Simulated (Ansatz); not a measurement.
# SiO2: the cost of one run

Method: DFT RPBE, scalar-relativistic, plane waves, PAW, in Ansatz 0.2.0.

## 1. Starting point

The structure is hexagonal, space group P6/mmm (No. 191). Conventional cell: a = 5.310 Å, b = 5.310 Å, c = 18.000 Å, α = 90.00°, β = 90.00°, γ = 120.00°. Si (site symmetry 3m) has 4 O at 1.61 to 1.62 Å as nearest neighbours. O (site symmetry -6m2) has 2 Si at 1.62 Å as nearest neighbours. O (site symmetry 2mm) has 2 Si at 1.61 Å as nearest neighbours.

Structure file:

```
Si O
1.0
     5.31000    0.00000    0.00000
    -2.65500    4.59859    0.00000
     0.00000    0.00000   18.00000
Si O
4 8
Direct
  0.33333 0.66667 0.59000
  0.66667 0.33333 0.59000
  0.33333 0.66667 0.41000
  0.66667 0.33333 0.41000
  0.33333 0.66667 0.50000
  0.66667 0.33333 0.50000
  0.50000 0.00000 0.61778
  0.00000 0.50000 0.61778
  0.50000 0.50000 0.61778
  0.50000 0.00000 0.38222
  0.00000 0.50000 0.38222
  0.50000 0.50000 0.38222
```

## 2. Relaxing cell and atoms: SiO2, no spin

input.yaml reads:

```yaml
crystal:
  lattice:
    - [5.31, 0.0, 0.0]
    - [-2.655, 4.5985948941, 0.0]
    - [0.0, 0.0, 18.0]
  atoms:
    - { symbol: Si, position: [0.3333333333, 0.6666666667, 0.59] }
    - { symbol: Si, position: [0.6666666667, 0.3333333333, 0.59] }
    - { symbol: Si, position: [0.3333333333, 0.6666666667, 0.41] }
    - { symbol: Si, position: [0.6666666667, 0.3333333333, 0.41] }
    - { symbol: O, position: [0.3333333333, 0.6666666667, 0.5] }
    - { symbol: O, position: [0.6666666667, 0.3333333333, 0.5] }
    - { symbol: O, position: [0.5, 0.0, 0.6177777778] }
    - { symbol: O, position: [0.0, 0.5, 0.6177777778] }
    - { symbol: O, position: [0.5, 0.5, 0.6177777778] }
    - { symbol: O, position: [0.5, 0.0, 0.3822222222] }
    - { symbol: O, position: [0.0, 0.5, 0.3822222222] }
    - { symbol: O, position: [0.5, 0.5, 0.3822222222] }
scf:
  occupations: { method: fixed }
output:
  forces: true
  stress: true
hamiltonian:
  xc: rpbe
kpoints:
  mp_grid: { grid: [4, 4, 1] }
relax:
  f_tol: 0.002
  cell: { stress_tol: 0.05, fix: [c, alpha, beta] }
```

Started as:

```sh
> ansatz run input.yaml --threads 2 --pin off --max-ram 8192MiB --backend cpu --events-out ev --progress --plain --runs-dir out
```

What time and memory should one allow on 2 threads of Intel Xeon at 2.30GHz, shared host?

About 15 s, with a peak of 0.68 GiB.
